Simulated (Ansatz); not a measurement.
The system is MoS2.

```
Mo S
1.0
     3.16900    0.00000    0.00000
    -1.58450    2.74443    0.00000
     0.00000    0.00000   12.32400
Mo S
2 4
Direct
  0.66667 0.33333 0.75000
  0.33333 0.66667 0.25000
  0.66667 0.33333 0.37700
  0.33333 0.66667 0.87700
  0.66667 0.33333 0.12300
  0.33333 0.66667 0.62300
```

| Item | Value |
| --- | --- |
| Program | Ansatz 0.2.0 |
| Task | relaxation of cell and atoms |
| Functional | revPBE |
| Dispersion | D4 |
| Potentials or basis | Ansatz PAW |
| Cutoff | 420 eV (not typed: the program's choice for these potentials) |
| k mesh | 10 × 10 × 3 |
| Occupations | fermi-dirac, width 0.05 eV |
| Spin | no spin polarisation |

At the start: volume 17.86 Å³/atom.

Task: Where does the relaxation end?

Result: It ends after 7 steps and the volume is 16.78 Å³/atom (-6.1 %); space group P6_3/mmc (No. 194, to 0.05 Å).

Step by step:
```csv
step,energy change (eV),largest force (eV/Å),volume (Å³)
1,0.0000,0.0326,107.18
2,-0.0149,0.2979,97.09
3,-0.0644,0.0192,101.56
4,-0.0667,0.0224,100.78
5,-0.0668,0.0140,100.65
6,-0.0668,0.0000,100.67
7,-0.0659,0.0001,100.67
```

Final structure:
```
CELL_PARAMETERS angstrom
3.13748 0.00000 0.00000
-1.56874 2.71714 0.00000
0.00000 0.00000 11.80886
ATOMIC_POSITIONS crystal
Mo 0.66667 0.33333 0.75000
Mo 0.33333 0.66667 0.25000
S 0.66667 0.33333 0.38268
S 0.33333 0.66667 0.88268
S 0.66667 0.33333 0.11732
S 0.33333 0.66667 0.61732
```

Caveat: the plane-wave basis is chosen anew once the cell has moved, so the energies of steps on either side of that aren't comparable; the PAW data sets come from PBE, with cores solved anew for the run's functional, which leaves a small shift of forces and pressure.
